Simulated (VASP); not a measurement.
# CdSiP2 (I-42d) in VASP: single point with PBE

Aim: the single point of CdSiP2 with PBE.

Everything below comes from runs of VASP 6.6.1. Logs are shortened: lines on timing, memory, paths and dates and some standing lists are left out, and cuts for length are marked.

**The experiment to reproduce.**

“Uncovering a Vital Band Gap Mechanism of Pnictides”, 2022, pmc:9109059 quotes, for a bulk crystal of CdSiP2: band gap 2.15 eV.

How close the calculation comes is told below.

## Step 1: The structure

The structure is tetragonal, space group I-42d (No. 122). The conventional cell has a = 5.687 Å, b = 5.687 Å, c = 10.497 Å, α = 90.00°, β = 90.00°, γ = 90.00°. Cd (site symmetry -4) has 4 P at 2.57 Å as nearest neighbours. Si (site symmetry -4) has 4 P at 2.25 Å as nearest neighbours. P (site symmetry 2) has 2 Si at 2.25 Å and 2 Cd at 2.57 Å as nearest neighbours.

The cell is a database's computed one.

## Step 2: Single point, PBE

INCAR

```
PREC = Accurate
ENCUT = 520
EDIFF = 1E-6
ISMEAR = 0
SIGMA = 0.1
LREAL = F
LASPH = T
NELM = 100
ALGO = Normal
ISIF = 2
LWAVE = F
LCHARG = F
GGA = PE
NBANDS = 36
```

KPOINTS

```
Automatic mesh
0
Gamma
  4 4 4
```

POSCAR

```
CdSiP2
1.0
   -2.8436136200      2.8436136200      5.2485580400
    2.8436136200     -2.8436136200      5.2485580400
    2.8436136200      2.8436136200     -5.2485580400
Cd Si P
2 2 4
Direct
    0.7500000000      0.2500000000      0.5000000000
    0.0000000000      0.0000000000      0.0000000000
    0.5000000000      0.5000000000      0.0000000000
    0.2500000000      0.7500000000      0.5000000000
    0.8750000000      0.8281282800      0.4531283100
    0.1718717100      0.6250000000      0.0468717000
    0.3750000000      0.4218716900      0.5468717200
    0.5781282800      0.1250000000      0.9531282800
```

Potentials or basis: VASP PAW PBE potentials, release 64 (Cd, Si, P).

Run with:

```console
$ cat potpaw_PBE.64/Cd/POTCAR potpaw_PBE.64/Si/POTCAR potpaw_PBE.64/P/POTCAR > POTCAR
$ mpirun -np 1 vasp_std > vasp.out
```

OUTCAR:

```text
PREC = Accurate
   ENCUT = 520
   EDIFF = 1E-6
   ISMEAR = 0
   LREAL = F
   LASPH = T
   NELM = 100
   ISIF = 2
   GGA = PE

 ion  position               nearest neighbor table
   1  0.750  0.250  0.500-   6 2.57   7 2.57   8 2.57   5 2.57
   2  0.000  0.000  0.000-   5 2.57   7 2.57   6 2.57   8 2.57
   3  0.500  0.500  0.000-   7 2.25   6 2.25   8 2.25   5 2.25
   4  0.250  0.750  0.500-   8 2.25   5 2.25   6 2.25   7 2.25
   5  0.875  0.828  0.453-   3 2.25   4 2.25   2 2.57   1 2.57
   6  0.172  0.625  0.047-   3 2.25   4 2.25   2 2.57   1 2.57
   7  0.375  0.422  0.547-   3 2.25   4 2.25   2 2.57   1 2.57
   8  0.578  0.125  0.953-   3 2.25   4 2.25   1 2.57   2 2.57

  LATTYP: Found a body centered tetragonal cell.
 ALAT       =     5.6872272400
 C/A-ratio  =     1.8457353007

  Lattice vectors:

 A1 = (  -2.8436136200,   2.8436136200,   5.2485580400)
 A2 = (   2.8436136200,  -2.8436136200,   5.2485580400)
 A3 = (   2.8436136200,   2.8436136200,  -5.2485580400)

Analysis of symmetry for initial positions (statically):
=====================================================================
 Subroutine PRICEL returns:
 Original cell was already a primitive cell.

 Routine SETGRP: Setting up the symmetry group for a
 body centered tetragonal supercell.

 Subroutine GETGRP returns: Found  8 space group operations
 (whereof  4 operations were pure point group operations)
 out of a pool of 16 trial point group operations.

The static configuration has the point symmetry S_4 .
 The point group associated with its full space group is D_2d.

Analysis of symmetry for dynamics (positions and initial velocities):
=====================================================================
 Subroutine PRICEL returns:
 Original cell was already a primitive cell.

 Routine SETGRP: Setting up the symmetry group for a
 body centered tetragonal supercell.

 Subroutine GETGRP returns: Found  8 space group operations
 (whereof  4 operations were pure point group operations)
 out of a pool of 16 trial point group operations.

The dynamic configuration has the point symmetry S_4 .
 The point group associated with its full space group is D_2d.

 Subroutine INISYM returns: Found  8 space group operations
 (whereof  4 operations are pure point group operations),
 and found     1 'primitive' translations

----------------------------------------------------------------------------------------

                                     Primitive cell

  volume of cell :     169.7623

  direct lattice vectors                    reciprocal lattice vectors
    -2.843613620  2.843613620  5.248558040     0.000000000  0.175832608  0.095264260
     2.843613620 -2.843613620  5.248558040     0.175832608  0.000000000  0.095264260
     2.843613620  2.843613620 -5.248558040     0.175832608  0.175832608  0.000000000

  length of vectors
     6.612082753  6.612082753  6.612082753     0.199980963  0.199980963  0.248664859

  position of ions in fractional coordinates (direct lattice)
     0.750000000  0.250000000  0.500000000
     0.000000000  0.000000000  0.000000000
     0.500000000  0.500000000  0.000000000
     0.250000000  0.750000000  0.500000000
     0.875000000  0.828128280  0.453128310
     0.171871710  0.625000000  0.046871700
     0.375000000  0.421871690  0.546871720
     0.578128280  0.125000000  0.953128280

  ion indices of the primitive-cell ions
   primitive index   ion index
                 1           1
                 2           2
                 3           3
                 4           4
                 5           5
                 6           6
                 7           7
                 8           8

----------------------------------------------------------------------------------------

 KPOINTS: Automatic mesh

Automatic generation of k-mesh.
 Grid dimensions read from file:
 generate k-points for:    4    4    4

 Generating k-lattice:

  Cartesian coordinates                     Fractional coordinates (reciprocal lattice)
     0.000000000  0.043958152  0.023816065     0.250000000  0.000000000  0.000000000
     0.043958152  0.000000000  0.023816065     0.000000000  0.250000000  0.000000000
     0.043958152  0.043958152  0.000000000     0.000000000  0.000000000  0.250000000

  Length of vectors
     0.049995241  0.049995241  0.062166215

  Shift w.r.t. Gamma in fractional coordinates (k-lattice)
     0.000000000  0.000000000  0.000000000

 Subroutine IBZKPT returns following result:
 ===========================================

 Found     13 irreducible k-points:

 Following reciprocal coordinates:
            Coordinates               Weight
  0.000000  0.000000  0.000000      1.000000
  0.250000  0.000000  0.000000      8.000000
  0.500000  0.000000  0.000000      4.000000
  0.250000  0.250000  0.000000      8.000000
  0.500000  0.250000  0.000000     16.000000
 -0.250000  0.250000  0.000000      4.000000
  0.500000  0.500000  0.000000      2.000000
  0.250000  0.250000  0.250000      2.000000
 -0.250000  0.250000  0.250000      4.000000
  0.500000  0.500000  0.250000      4.000000
 -0.250000  0.500000  0.250000      8.000000
 -0.250000 -0.250000  0.250000      2.000000
  0.500000  0.500000  0.500000      1.000000
   k-points           NKPTS =     13   k-points in BZ     NKDIM =     13   number of bands    NBANDS=     36
   number of dos      NEDOS =    301   number of ions     NIONS =      8
   total plane-waves  NPLWV = 125000
   dimension x,y,z NGX =    50 NGY =   50 NGZ =   50
   dimension x,y,z NGXF=   100 NGYF=  100 NGZF=  100
   ions per type =               2   2   4
   NGX,Y,Z   is equivalent  to a cutoff of  12.57, 12.57, 12.57 a.u.
   NGXF,Y,Z  is equivalent  to a cutoff of  25.14, 25.14, 25.14 a.u.
 SYSTEM =  unknown system
   PREC   = accura    normal or accurate (medium, high low for compatibility)
   ISTART =      0    job   : 0-new  1-cont  2-samecut
   ICHARG =      2    charge: 1-file 2-atom 10-const
   ISPIN  =      1    spin polarized calculation?
   LNONCOLLINEAR =      F non collinear calculations
   LSORBIT =      F    spin-orbit coupling
   LASPH  =      T    aspherical Exc in radial PAW
   ENCUT  =  520.0 eV  38.22 Ry    6.18 a.u.  12.29 12.29 12.29*2*pi/ulx,y,z
   NELM   =    100;   NELMIN=  2; NELMDL= -5     # of ELM steps
   EDIFF  = 0.1E-05   stopping-criterion for ELM
   LREAL  =      F    real-space projection
   EDIFFG = 0.1E-04   stopping-criterion for IOM
   NSW    =      0    number of steps for IOM
   IBRION =     -1    ionic relax: 0-MD 1-quasi-New 2-CG
   NFREE  =      0    steps in history (QN), initial steepest desc. (CG)
   ISIF   =      2    stress and relaxation
   ISYM   =      2    0-nonsym 1-usesym 2-fastsym
   POTIM  = 0.5000    time-step for ionic-motion
   TEBEG  =    0.0;   TEEND  =   0.0 temperature during run
   PSTRESS=    0.0 pullay stress
   NELECT =      52.0000    total number of electrons
   NUPDOWN=      -1.0000    fix difference up-down
   EMIN   =  10.00;   EMAX   =-10.00  energy-range for DOS
   EFERMI =   0.00;   METHOD = LEGACY
   ISMEAR =     0;   SIGMA  =   0.10  broadening in eV -4-tet -1-fermi 0-gaus
   EFERMI_NEDOS =   21; number of points for ismear=-14 and -15
   IALGO  =     38    algorithm
   IMIX   =      4    mixing-type and parameters
     AMIX     =   0.40;   BMIX     =  1.00
     AMIX_MAG =   1.60;   BMIX_MAG =  1.00
  volume/ion in A,a.u.               =      21.22       143.20
  Fermi-wavevector in a.u.,A,eV,Ry     =   1.103559  2.085424 16.569753  1.217842
  Thomas-Fermi vector in A             =   2.240019
   LORBIT       =      0    0 simple, 1 ext, 2 COOP (PROOUT), +10 PAW based schemes
   GGA     = PE    functional components
   LHFCALC =     F    Hartree Fock is set to
   AEXX    =    0.0000 exact exchange contribution
   IVDW    =     0    specifies the selected vdW correction
   LEPSILON=     F    determine dielectric tensor
   LRPA    =     F    only Hartree local field effects (RPA)
 non-spin polarized calculation
 Gauss-broadening in eV      SIGMA  =   0.10
  energy-cutoff  :      520.00
  volume of cell :      169.76
 maximum number of plane-waves:      4643
 NGX is ok and might be reduce to    50
   NGX = 25   NGY = 25   NGZ = 25

 number of electron      52.0000007 magnetization

 Free energy of the ion-electron system (eV)
  ---------------------------------------------------
  ext. energy  EPLUGINS =         0.00000000
  ---------------------------------------------------
  free energy    TOTEN  =       -35.56528175 eV

  energy without entropy =      -35.56528175  energy(sigma->0) =      -35.56528175

 E-fermi :   4.4656     XC(G=0):  -9.6168

 val. band max:        3.9921346189   @ k =   0.0000   0.0000   0.0000
 cond. band min:       5.3802276346   @ k =   0.0000   0.0000   0.0000
 fundamental gap:      1.3880930157
 Fermi energy:         4.4655956187

 k-point     1 :       0.0000    0.0000    0.0000
  band No.  band energies     occupation
      1      -8.6774      2.00000
      2      -6.1718      2.00000
      3      -6.1554      2.00000
      4      -6.1554      2.00000
      5      -4.7252      2.00000
      6      -4.1284      2.00000
[... 28 lines left out ...]
     35       9.0362      0.00000
     36       9.8758      0.00000

 k-point     2 :       0.2500    0.0000    0.0000
  band No.  band energies     occupation
      1      -8.4593      2.00000
      2      -6.6529      2.00000
      3      -6.2363      2.00000
      4      -6.2024      2.00000
      5      -4.4746      2.00000
      6      -4.1530      2.00000
[... 28 lines left out ...]
     35       9.1763      0.00000
     36       9.9734      0.00000

 k-point     3 :       0.5000    0.0000    0.0000
  band No.  band energies     occupation
      1      -8.1031      2.00000
      2      -7.1996      2.00000
      3      -6.3071      2.00000
      4      -6.2452      2.00000
      5      -4.3160      2.00000
      6      -4.2305      2.00000
[... 28 lines left out ...]
     35       9.2110      0.00000
     36       9.3588      0.00000

 k-point     4 :       0.2500    0.2500    0.0000
  band No.  band energies     occupation
      1      -8.1699      2.00000
      2      -7.0765      2.00000
      3      -6.3173      2.00000
      4      -6.2544      2.00000
      5      -4.3291      2.00000
      6      -4.2085      2.00000
[... 28 lines left out ...]
     35       9.4818      0.00000
     36       9.9468      0.00000

 k-point     5 :       0.5000    0.2500    0.0000
  band No.  band energies     occupation
      1      -7.9701      2.00000
      2      -7.2796      2.00000
      3      -6.3820      2.00000
      4      -6.2597      2.00000
      5      -4.2523      2.00000
      6      -4.1879      2.00000
[... 226 lines left out ...]
 k-point    11 :      -0.2500    0.5000    0.2500
  band No.  band energies     occupation
      1      -8.0642      2.00000
      2      -7.3337      2.00000
      3      -6.3279      2.00000
      4      -6.1777      2.00000
      5      -4.3568      2.00000
      6      -4.2239      2.00000
[... 28 lines left out ...]
     35       9.2184      0.00000
     36       9.5767      0.00000

 k-point    12 :      -0.2500   -0.2500    0.2500
  band No.  band energies     occupation
      1      -8.4469      2.00000
      2      -6.8439      2.00000
      3      -6.1602      2.00000
      4      -6.1602      2.00000
      5      -4.4721      2.00000
      6      -4.1357      2.00000
[... 28 lines left out ...]
     35       8.7754      0.00000
     36       8.7754      0.00000

 k-point    13 :       0.5000    0.5000    0.5000
  band No.  band energies     occupation
      1      -7.7904      2.00000
      2      -7.7904      2.00000
      3      -6.1650      2.00000
      4      -6.1650      2.00000
      5      -4.2535      2.00000
      6      -4.2535      2.00000
[... 28 lines left out ...]
     35      10.1207      0.00000
     36      10.1207      0.00000

------------------------ aborting loop because EDIFF is reached ----------------------------------------

  FORCE on cell =-STRESS in cart. coord.  units (eV):
  Direction    XX          YY          ZZ          XY          YZ          ZX
  --------------------------------------------------------------------------------------
  -------------------------------------------------------------------------------------
  Total        1.9032799      1.9032799      1.8011809      0.0000000     -0.0000000      0.0000000
  in kB       17.9627191     17.9627191     16.9991321      0.0000000     -0.0000000      0.0000000
  external PRESSURE =      17.6415235 kB  Pullay stress =       0.0000000 kB

 VOLUME and BASIS-vectors are now :
 -----------------------------------------------------------------------------
  energy-cutoff  :      520.00
  volume of cell :      169.76
      direct lattice vectors                 reciprocal lattice vectors
    -2.843613620  2.843613620  5.248558040     0.000000000  0.175832608  0.095264260
     2.843613620 -2.843613620  5.248558040     0.175832608  0.000000000  0.095264260
     2.843613620  2.843613620 -5.248558040     0.175832608  0.175832608  0.000000000

 POSITION                                       TOTAL-FORCE (eV/Angst)
 -----------------------------------------------------------------------------------
     -0.00000      2.84361      2.62428         0.000000     -0.000000      0.000000
      0.00000      0.00000      0.00000        -0.000000      0.000000      0.000000
      0.00000      0.00000      5.24856        -0.000000     -0.000000      0.000000
      2.84361     -0.00000      2.62428         0.000000      0.000000      0.000000
      1.15524      1.42181      6.56070         0.067408      0.000000      0.000000
      1.42181     -1.15524      3.93642         0.000000     -0.067408      0.000000
      1.68838      1.42181      1.31214        -0.067408      0.000000      0.000000
      1.42181      3.99885     -1.31214         0.000000      0.067408      0.000000
 -----------------------------------------------------------------------------------
    total drift:                                0.000005     -0.000022      0.000056

  FREE ENERGIE OF THE ION-ELECTRON SYSTEM (eV)
  ---------------------------------------------------
  free  energy   TOTEN  =       -35.5652817505 eV

  energy  without entropy=      -35.5652817505  energy(sigma->0) =      -35.56528175
```

Wall time 58 s (1 thread of Intel Xeon 6975P-C (Granite Rapids), shared host); peak memory 0.37 GiB.

What came out:

```yaml
Free_energy: -35.5653 eV
Pressure: 1.8 GPa
Largest_force: 0.067 eV/Å
Band_gap_on_the_k_mesh: 1.39 eV, direct
```

Forces on the atoms (eV/Å):
```
Cd   0.000  0.000  0.000
Cd   0.000  0.000  0.000
Si   0.000  0.000  0.000
Si   0.000  0.000  0.000
P    0.067  0.000  0.000
P    0.000 -0.067  0.000
P   -0.067  0.000  0.000
P    0.000  0.067  0.000
```

Stress tensor (GPa, compression positive):
```
1.80 0.00 0.00
0.00 1.80 0.00
0.00 0.00 1.70
```

Levels at points of the mesh, in eV from the valence-band top:
```tsv
k point	band 22	band 23	band 24	band 25	band 26	band 27	band 28	band 29	band 30	band 31
(0.00, 0.00, 0.00)	-1.90	-1.90	-0.25	-0.25	0.00	1.39	1.97	2.00	3.34	3.34
(0.50, 0.00, 0.00)	-2.62	-1.75	-1.56	-0.87	-0.50	2.48	2.80	2.98	4.03	4.35
(0.50, 0.50, 0.00)	-1.78	-0.87	-0.87	-0.43	-0.43	1.91	1.91	3.00	3.00	3.77
(0.50, 0.50, 0.50)	-1.88	-1.82	-1.82	-0.72	-0.72	1.99	1.99	2.04	2.04	3.08
```

## Step 3: How close it comes

Step 2. Measured gap of CdSiP2: 2.15 eV (quoted in “Uncovering a Vital Band Gap Mechanism of Pnictides”, 2022, pmc:9109059). This calculation gives 1.39 eV (-0.76 eV). Spin-orbit coupling on Cd is left out. The value is that of PBE on a finite k mesh, which can miss the band edges, without temperature or zero-point motion. Semilocal functionals fall short of measured gaps as a rule. The cell is a database's relaxed one, not the measured one, which moves gaps too.
